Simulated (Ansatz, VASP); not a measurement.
## Two plane-wave programs on SnSe

File INCAR:

```
PREC = Accurate ; ENCUT = 520
EDIFF = 1E-7 ; ISMEAR = 0
SIGMA = 0.1 ; LREAL = F
LASPH = T ; NELM = 80
ALGO = Normal ; ISIF = 2
LWAVE = F ; LCHARG = T
GGA = PE ; LELF = T
LVHAR = T ; NBANDS = 17
```

KPOINTS

```
Automatic mesh
0
Gamma
  12 12 12
```

File POSCAR:

```
SnSe
1.0
    3.6424552500      0.0000000000      0.0000000000
    0.0000000000      3.6424552500      0.0000000000
    0.0000000000      0.0000000000      3.6424552500
Sn Se
1 1
Direct
    0.5000000000      0.5000000000      0.5000000000
    0.0000000000      0.0000000000      0.0000000000
```

Input for Ansatz:

```yaml
crystal:
  lattice:
    - [3.64245525, 0.0, 0.0]
    - [0.0, 3.64245525, 0.0]
    - [0.0, 0.0, 3.64245525]
  atoms:
    - { symbol: Sn, position: [0.5, 0.5, 0.5] }
    - { symbol: Se, position: [0.0, 0.0, 0.0] }
basis:
  ecutwfc: 420
kpoints:
  mp_grid: { grid: [12, 12, 12] }
hamiltonian:
  xc: pbe
scf:
  occupations: { method: gaussian, width: 0.1 }
output:
  forces: true
  stress: true
  eigenvalues: true
```

Alike in both runs: task single point; functional PBE; k mesh 12 × 12 × 12; occupations gaussian, width 0.1 eV; no spin polarisation.

```csv
,VASP,Ansatz
version,VASP 6.6.1,Ansatz 0.2.0
potentials or method,"VASP PAW PBE potentials, release 64 (Sn_d, Se)","scalar-relativistic, plane waves, PAW"
plane-wave cutoff (eV),520,420
valence electrons in the cell,20,30
```

```tsv
	VASP	Ansatz	Ansatz less VASP
gap on the k mesh at the Fermi level (eV)	none	none	-
pressure (GPa)	1.6	1.6	+0.01
```

A gap of «none» marks a metal or a gap that the smearing closes. The two sets of potentials don't hold the same shells in valence.
